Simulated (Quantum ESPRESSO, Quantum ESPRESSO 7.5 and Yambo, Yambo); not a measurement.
## AgBr (Fm-3m): G0W0 on several meshes in Yambo

Aim: the GW shift of AgBr (Fm-3m) against the k mesh.

Calculated with Quantum ESPRESSO 7.5 and Yambo 5.3.0; PBE and many-body steps on it, plane waves.

The database entry behind the starting cell differs from later determinations by our own check (about 0.6 % short of the room-temperature cell), so it need not match the best structure at ambient conditions.

### 1. Set-up

The structure is cubic, space group Fm-3m (No. 225). Conventional cell: a = 5.740 Å, b = 5.740 Å, c = 5.740 Å, α = 90.00°, β = 90.00°, γ = 90.00°. Nearest to Ag lie 6 Br at 2.87 Å. Br has 6 Ag at 2.87 Å nearest. Farther neighbours and most contacts between anions are not listed.

Structure file:

```cif
data_structure
_symmetry_space_group_name_H-M 'Fm-3m'
_symmetry_Int_Tables_number 225
_cell_length_a 5.7403
_cell_length_b 5.7403
_cell_length_c 5.7403
_cell_angle_alpha 90.000
_cell_angle_beta 90.000
_cell_angle_gamma 90.000
_cell_volume 189.15
loop_
_atom_site_label
_atom_site_type_symbol
_atom_site_symmetry_multiplicity
_atom_site_Wyckoff_symbol
_atom_site_fract_x
_atom_site_fract_y
_atom_site_fract_z
_atom_site_occupancy
Ag1 Ag 4 a 0.00000 0.00000 0.00000 1
Br1 Br 4 b 0.50000 0.00000 0.00000 1
```

The cell and positions come from the Crystallography Open Database and are kept as given unless a step says otherwise.

### 2. Empty states on the mesh, 4×4×4 mesh, 316 bands

This step: Quantum ESPRESSO 7.5; DFT, PBE, plane waves, norm-conserving pseudopotentials.

The sums over transitions need many empty states on a uniform mesh; this step solves for them.

Input file pw.in:

```
&control
  calculation = 'nscf'
  prefix = 'x'
  outdir = 'o'
  pseudo_dir = 'pseudo'
/
&system
  ibrav = 0
  nat = 2
  ntyp = 2
  ecutwfc = 74.0
  nbnd = 316
  force_symmorphic = .true.
/
&electrons
  conv_thr = 1e-9
  electron_maxstep = 80
  diago_full_acc = .true.
  diago_thr_init = 5e-6
/
ATOMIC_SPECIES
  Ag 107.87 Ag.upf
  Br 79.904 Br.upf
CELL_PARAMETERS angstrom
  -0.0000000000 2.8701500000 2.8701500000
  2.8701500000 0.0000000000 2.8701500000
  2.8701500000 2.8701500000 0.0000000000
ATOMIC_POSITIONS crystal
  Ag 0.0000000000 0.0000000000 0.0000000000
  Br 0.5000000000 0.5000000000 0.5000000000
K_POINTS automatic
  4 4 4 0 0 0
```

Started as:

```console
$ OMP_NUM_THREADS=1 mpirun -n 4 pw.x -nk 4 -in pw.in > pw.out
```

What it wrote:

```text
Program PWSCF v.7.5 starts

     This program is part of the open-source Quantum ESPRESSO suite
     for quantum simulation of materials; please cite
         "P. Giannozzi et al., J. Phys.:Condens. Matter 21 395502 (2009);
         "P. Giannozzi et al., J. Phys.:Condens. Matter 29 465901 (2017);
         "P. Giannozzi et al., J. Chem. Phys. 152 154105 (2020);
     in publications or presentations arising from this work. More details at

     Atomic positions and unit cell read from directory:
     o/x.save/

     Message from routine setup:
[...]
67.7576  69.4947  69.4947  71.0535  74.0803  74.0803  75.3069  76.0115
     [... 28 further rows ...]
   194.6614 195.0688 196.2971 196.2971 196.5424 197.3470 197.3470 197.4728
   198.0389 198.0389 198.0511 198.3452

          k = 0.3536 0.0000 0.0000 (  3479 PWs)   bands (ev):

     [... further k-points ...]

     highest occupied, lowest unoccupied level (ev):     8.2447    8.9169

     XML data file, pseudopotentials, collected wavefunctions

=------------------------------------------------------------------------------=
   JOB DONE.
=------------------------------------------------------------------------------=
```

It took 31 s on 4 MPI ranks of Arm Neoverse V1, shared host; peak memory 0.6 GiB; 2 min of CPU time.

This step gave:

- gap: 0.6721 eV
- k of the valence top: 0, 0, -0.5
- k of the conduction bottom: 0, 0, 0
- least direct gap: 2.604 eV
- k points computed: 8
- lowest point of the top converged band, above the valence top: 188.1953 eV

On this mesh the gap is 0.672 eV.

The density comes from a self-consistent run that is not shown.

### 3. Conversion and set-up

This step: Yambo 5.3.0; conversion and set-up on PBE, plane waves, norm-conserving pseudopotentials.

The states are converted to the many-body program's format and the q mesh is built.

Started as:

```console
$ (cd o/x.save; p2y > p2y.log; mv SAVE ../..); yambo > setup.log
```

What it wrote:

```text
 Yambo, version 5.3.0

 [02] CORE Variables Setup
 =========================

  [02.01] Unit cells
  ==================

  Cell kind             :  FCC
  Atoms in the cell     :  Ag  Br
  number of Ag atoms    :  1
  number of Br atoms    :  1

  List of atomic masses
  Mass of Ag    :  107.8700
  Mass of Br    :  79.90400

  List of atomic coordinates    : [cc]
  Ag1       :  0.000000  0.000000  0.000000  order 1
  Br1       :  5.423797  5.423797  5.423797  order 2

  Alat factors          :  5.423797  5.423797  5.423797 [a.u.]
  Direct lattice volume :  319.1100 [a.u.]
[...]
==========================================

 IBZ Q-points                                      :   8
 BZ  Q-points                                      :   64

 K/Q-points units:
 rlu = crystal or reduced units; cc = cartesian coordinates; iku = interal k-units

 Q [1]          [rlu]:  0.000000  0.000000  0.000000
 Q [2]          [rlu]:  0.11377E-17  0.11377E-17  0.25000
 Q [3]          [rlu]: -0.22755E-17 -0.22755E-17 -0.50000
[...]
Q [7]          [rlu]:  0.22019E-17 -0.50000     -0.50000
 Q [8]          [rlu]:  0.250000 -0.500000 -0.250000

  [03.01] X indexes
  =================

   [03.01.01] Sigma indexes
   ========================

 [06] Game Over & Game summary
```

Elapsed: 2.5 s, on 1 MPI rank; peak memory 0.25 GiB.

### 4. 4×4×4

Now the one-shot GW correction: screening in the RPA, then the self-energy of the levels asked for.

This step: G0W0 on PBE, plane waves, norm-conserving pseudopotentials.

Input file gw2.in:

```
HF_and_locXC
gw0
dyson
ppa
em1d
rim_cut
RandQpts= 1000000
RandGvec= 1 RL
EXXRLvcs= 74 Ry
VXCRLvcs= 296 Ry
Chimod= "HARTREE"
% BndsRnXp
 1 | 136 |
%
NGsBlkXp= 10.5 Ry
% LongDrXp
 1 | 1 | 1 |
%
% GbndRnge
 1 | 136 |
%
DysSolver= "n"
ExtendOut
PPAPntXp= 27.21138 eV
% QPkrange
 3 | 3 | 12 | 15 |
 1 | 1 | 12 | 15 |
%
```

Started as:

```console
$ OMP_NUM_THREADS=1 mpirun -n 4 yambo -F gw2.in -J gw2 -C gw2 > gw2.log
```

What it wrote:

```text
 Yambo, version 5.3.0

 [02] CORE Variables Setup
 =========================

  [... cell, symmetries and grids as in the set-up ...]

  [02.05] Energies & Occupations
  ==============================

  [X] === General ===
  [X] Electronic Temperature                        :  0.000000  0.000000 [eV K]
  [X] Bosonic    Temperature                        :  0.000000  0.000000 [eV K]
  [X] Finite Temperature mode                       : no
  [X] El. density                                   :  0.54983E+24 [cm-3]
  [X] Fermi Level                                   :  8.244730 [eV]

  [X] === Gaps and Widths ===
  [X] Conduction Band Min                           :  0.672137 [eV]
  [X] Valence Band Max                              :  0.000000 [eV]
  [X] Filled Bands                                  :  13
  [X] Empty Bands                                   :   14  316
  [X] Direct Gap                                    :  2.604052 [eV]
  [X] Direct Gap localized at k                     :  1
  [X] Indirect Gap                                  :  0.672137 [eV]
  [X] Indirect Gap between kpts                     :  3  1
  [X] Last valence band width                       :  2.284236 [eV]
  [X] 1st conduction band width                     :  4.310377 [eV]

 [03] Transferred momenta grid and indexing
 ==========================================

 IBZ Q-points                                      :   8
 BZ  Q-points                                      :   64

 K/Q-points units:
 rlu = crystal or reduced units; cc = cartesian coordinates; iku = interal k-units

 Q [1]          [rlu]:  0.000000  0.000000  0.000000
 Q [2]          [rlu]:  0.11377E-17  0.11377E-17  0.25000
 Q [3]          [rlu]: -0.22755E-17 -0.22755E-17 -0.50000
 Q [4]          [rlu]: -0.11010E-17  0.25000      0.25000
 Q [5]          [rlu]:  0.15016E-16  0.25000      0.50000
 Q [6]          [rlu]: -0.22755E-17  0.25000     -0.25000
 Q [7]          [rlu]:  0.22019E-17 -0.50000     -0.50000
 Q [8]          [rlu]:  0.250000 -0.500000 -0.250000

 [04] Coloumb potential Random Integration (RIM)
 ===============================================

  [04.01] RIM initialization
  ==========================

  * Diagonal components only detected *

  8 x (sBL volume)        :  0.097165 [a.u.]
  sBZ random points       :  1000000
  Points outside the sBZ  :   7968281
  RL volume               :  0.777319 [a.u.]
  Integrated volume       :  0.780413 [a.u.]

  [04.02] RIM integrals
  =====================

  Gamma point sphere radius             :  0.083391 [a.u.]
  Points outside the sphere             :   800476
  [Int_sBZ(q=0) 1/q^2]*(Vol_sBZ)^(-1/3) =:  7.776341
                                 should be <:  7.795600

  Summary of Coulomb integrals for non-metallic bands |Q|[au] RIM/Bare

  Q [1] 0.100000E-4 0.997530 * Q [2] 0.250811 1.068455
  Q [4] 0.289612 1.066792 * Q [6] 0.409573 1.029758
  Q [5] 0.480267 1.022667 * Q [3] 0.501623 1.020719
  Q [7] 0.579224 1.017590 * Q [8] 0.647592 1.014588

 [WARNING] [Xp] User bands 1-136 break level degeneracy

 [05] Dipoles
 ============

  [05.01] Setup: observables and procedures
  =========================================

 [06] Dynamic Dielectric Matrix (PPA)
 ====================================

 [WR./gw2//ndb.pp]---------------------------------------------------------------
  Brillouin Zone Q/K grids (IBZ/BZ)                :    8   64    8   64
  RL vectors                                       :   4279 [WF]
  Coulomb cutoff potential                         : none
  Electronic Temperature                           :  0.000000 [K]
  Bosonic    Temperature                           :  0.000000 [K]
  PPA    diel. fun.  energies                      : Perdew, Burke & Ernzerhof(X)+Perdew, Burke & Ernzerhof(C)
  wavefunctions                                    : Perdew, Burke & Ernzerhof(X)+Perdew, Burke & Ernzerhof(C)
  Global Gauge                                     : length
  X matrix size                                    :  181
  X band range                                     :    1  136
  X e/h energy range                               : -1.000000 -1.000000 [eV]
  X Time ordering                                  : R
  X Hxc Kernel                                     : HARTREE
  X Drude frequency                                :  0.000000  0.000000
  X poles                                          :  100.0000 [o/o]
  RL vectors in the sum                            :   4279
  [r,Vnl] included                                 : yes
  Field direction                                  :  0.577350E-5  0.577350E-5  0.577350E-5
  BZ energy Double Grid                            : no
  BZ energy DbGd points                            : 0
  BZ Q point size factor                           : -1.000000
  X Optical Averaged directions                    : none

 [07] Local Exchange-Correlation + Non-Local Fock
 ================================================

 [VXC] Plane waves :  27317
 [EXS] Plane waves :   3527

 QP @ state[ 1 ] K range:  1  1
 QP @ state[ 1 ] b range:  12  15
 QP @ state[ 2 ] K range:  3  3
 QP @ state[ 2 ] b range:  12  15

 [xc] Functional : Perdew, Burke & Ernzerhof(X)+Perdew, Burke & Ernzerhof(C)
 [xc] LIBXC used to calculate xc functional
  PP Number of Atomic Species                      :  2
  NLCC RL compoments                               :  27317
  PP Number of Atomic Species                      :  2
  NLCC RL compoments                               :  27317

 [xc] E_xc :  -16.63987 [Ha]
      E_xc :  -33.27974 [Ry]

  Local XC kind (lXC) : Perdew, Burke & Ernzerhof(X)+Perdew, Burke & Ernzerhof(C)
  Non-Local XC kind (nlXC) : Hartree-Fock

  Corrections @ K [1] :  [eV]
 <12|nlXC|12> = -16.64842  0.21474E-16 <12|lXC|12> = -13.22152 -0.11801E-16
 <13|nlXC|13> = -16.64838  0.14495E-16 <13|lXC|13> = -13.22152 -0.18882E-15
 <14|nlXC|14> = -6.572430 -0.27635E-17 <14|lXC|14> = -10.60462  0.99809E-19
 <15|nlXC|15> = -6.577354 -0.89557E-20 <15|lXC|15> = -11.43058  0.47210E-16

  Corrections @ K [3] :  [eV]
 <12|nlXC|12> = -24.02059 -0.65125E-17 <12|lXC|12> = -19.82563  0.47205E-16
 <13|nlXC|13> = -24.02059 -0.20069E-16 <13|lXC|13> = -19.82563  0.33045E-15
 <14|nlXC|14> = -4.814695 -0.24213E-17 <14|lXC|14> = -8.807985  0.94403E-16
 <15|nlXC|15> = -7.304298 -0.26806E-18 <15|lXC|15> = -13.32792  0.76763E-16

 [08] Dyson equation: Newton solver
 ==================================

  [08.01] G0W0 (W PPA)
  ====================

  [  GW  ] Bands range     :    1  136
  [GW/PPA] G damping       :  0.100000 [eV]

  QP @ state[ 1 ] K range:  1  1
  QP @ state[ 1 ] b range:  12  15
  QP @ state[ 2 ] K range:  3  3
  QP @ state[ 2 ] b range:  12  15

   Sc/G bands                                       :    1  136
   Sc/G damping                                     :  0.100000 ev
   Sc bands terminator                              : no
   Sx RL components                                 :   3527

   QP @ state[ 1 ] K range                          :  1  1
   QP @ state[ 1 ] b range                          :  12  15
   QP @ state[ 2 ] K range                          :  3  3
   QP @ state[ 2 ] b range                          :  12  15
   GF energies kind                                 : Perdew, Burke & Ernzerhof(X)+Perdew, Burke & Ernzerhof(C)
   GF WF`s kind                                     : Perdew, Burke & Ernzerhof(X)+Perdew, Burke & Ernzerhof(C)
   Xs energies kind                                 : Perdew, Burke & Ernzerhof(X)+Perdew, Burke & Ernzerhof(C)
   Xs WF`s kind                                     : Perdew, Burke & Ernzerhof(X)+Perdew, Burke & Ernzerhof(C)

 [11] Game Over & Game summary
```

It took 80 s on 4 MPI ranks; peak memory 1.6 GiB.

This step gave:

| Quantity | Value |
| --- | --- |
| G0W0 gap on the points computed | 1.629 eV |
| starting gap on the mesh | 0.6721 eV |
| k of the valence top | 0, 0, -0.5 |
| k of the conduction bottom | 0, 0, 0 |
| least direct G0W0 gap on the computed points | 3.756 eV |
| Z at the valence top | 0.8001 |
| Z at the conduction bottom | 0.8273 |

The gap on the mesh goes from 0.67 eV to 1.63 eV, a correction of +0.96 eV.

### 5. Empty states on the mesh, 2×2×2 mesh, 136 bands

This step: Quantum ESPRESSO 7.5; DFT, PBE, plane waves, norm-conserving pseudopotentials.

Edit pw.in of step 2 so:

```diff
@@ -11,3 +11,3 @@
   ecutwfc = 74.0
-  nbnd = 316
+  nbnd = 136
   force_symmorphic = .true.
@@ -31,2 +31,2 @@
 K_POINTS automatic
-  4 4 4 0 0 0
+  2 2 2 0 0 0
```

Started as:

```console
$ OMP_NUM_THREADS=1 mpirun -n 4 pw.x -nk 4 -in pw.in > pw.out
```

What it wrote:

```text
[banner, memory and clock lines left out]
Program PWSCF v.7.5 starts

     Atomic positions and unit cell read from directory:
     o/x.save/

     Message from routine setup:
     using ibrav=0 with symmetry is DISCOURAGED, use correct ibrav instead

     Message from routine divide_et_impera:
     suboptimal parallelization: some nodes have no k-points

     G-vector sticks info

     bravais-lattice index     =            0
     lattice parameter (alat)  =       7.6704  a.u.
     unit-cell volume          =     319.1100 (a.u.)^3
     number of atoms/cell      =            2
[...]
[... 5 further rows ...]
[...]
k =-0.3536-0.3536 0.3536 (  3426 PWs)   bands (ev):

[...]
[... 5 further rows ...]
[...]
k =-0.7071 0.0000 0.0000 (  3378 PWs)   bands (ev):

[...]
[... 5 further rows ...]
   100.6660 100.6660 101.3480 103.6983 103.6983 103.8834 105.1588 105.6467
   107.2010 107.3840 108.4944 108.7560 109.5066 109.5066 110.4185 110.9833

     highest occupied, lowest unoccupied level (ev):     8.2447    8.9169

     XML data file, pseudopotentials, collected wavefunctions
```

Elapsed: 4.8 s, on 4 MPI ranks; peak memory 0.31 GiB.

Numbers from this step:

| Item | Value |
| --- | --- |
| gap | 0.6721 eV |
| k of the valence top | 0, 0, -0.5 |
| k of the conduction bottom | 0, 0, 0 |
| least direct gap | 2.604 eV |
| k points computed | 3 |
| lowest point of the top converged band, above the valence top | 100.5856 eV |

On this mesh the gap is 0.672 eV.

[end of part 1 of 2]

[Paths, hosts, dates, memory and timing lines, banners, echoed tables and standing remarks are left out of the program output.]

[Logs are printed without paths, hosts, clocks, repeated set-up lines and the standing remarks that a program may print on its own settings, such as how far it seeks lower states.]

[Runs of the session that timed out or met a known fault of the program may be left out.]

[Hosts, paths, dates, database ids (printed as entryN), source tags and the programs' standing remarks are cut or masked in the printed files.]
